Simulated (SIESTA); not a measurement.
Ge:

```
Ge
1.0
     1.48805   -2.59469    0.00000
     1.48805    2.59469    0.00000
     0.00000    0.00000    4.72760
Ge
2
Direct
  0.33345 0.66655 0.25000
  0.66655 0.33345 0.75000
```

This isn't the form of Ge at room conditions, which is diamond.

Base run:

- Program: SIESTA 5.4.2
- Functional: LDA
- Potentials or basis: PseudoDojo 0.4 standard (LDA files)
- Basis: DZP (energy shift 0.003 Ry; two zetas on semicore shells)
- Grid cutoff: 800 Ry
- Energy shift: 0.003 Ry
- k mesh: 10 × 10 × 6
- Occupations: fermi-dirac, width 0.05 eV
- Spin: no spin polarisation

Its results: band gap on the k mesh none (metal or under the smearing width); pressure 0.1 GPa.

Question: The run is repeated on the same cell with these changes: functional from LDA to PBEsol; potentials or basis from PseudoDojo 0.4 standard (LDA files) to PseudoDojo 0.4 standard (PBEsol files). What comes out?

Answer: Band gap on the k mesh none (metal or under the smearing width); pressure 1.9 GPa.

Caveats: the basis of atomic orbitals isn't converged, which shifts pressures, moduli and gaps.

Not every run made on this cell is shown here.
